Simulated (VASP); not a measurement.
# CH₂: relaxation of the atoms

CH₂, molecule in box, 3 atoms in the cell. PBE; PAW potentials C, H (PBE set).

## Input

INCAR:
```
GGA = PE
PREC = Accurate
ENCUT = 500
EDIFF = 1E-6
ISMEAR = 0
SIGMA = 0.02
LREAL = F
LASPH = T
ALGO = Normal
NELM = 100
IBRION = 2
NSW = 80
EDIFFG = -0.01
ISIF = 2
NCORE = 2
LWAVE = F
LCHARG = F
ISPIN = 2
MAGMOM = 0.667 0.667 0.667
LORBIT = 11
NUPDOWN = 2
```

KPOINTS:
```
k-points
0
Gamma
  1 1 1
```

POSCAR:
```
H2C
1.0
   11.0000000000      0.0000000000      0.0000000000
    0.0000000000      9.0000000000      0.0000000000
    0.0000000000      0.0000000000      8.0000000000
C H
1 2
Direct
    0.5000000000      0.5000000000      0.5000000000
    0.4033200000      0.4936860000      0.5000000000
    0.5966800000      0.5063140000      0.5000000000
```

Commands:
```
cat potpaw_PBE.64/C/POTCAR potpaw_PBE.64/H/POTCAR > POTCAR
mpirun -np 4 vasp_gam > vasp.out
```

## Result

- Ionic steps: 3
- SCF steps in all: 54

Ionic steps:

| Step | Energy (eV) | Largest force (eV/A) | SCF steps |
|---|---|---|---|
| 1 | -11.86814 | 0.3342 | 26 |
| 2 | -11.86923 | 0.2572 | 15 |
| 3 | -11.87110 | 0.0011 | 13 |

VASP 6.6.1 took 70 s on 4 cores (Intel Xeon Platinum 8259CL @ 2.50GHz (Skylake/Cascade Lake)), a shared host.
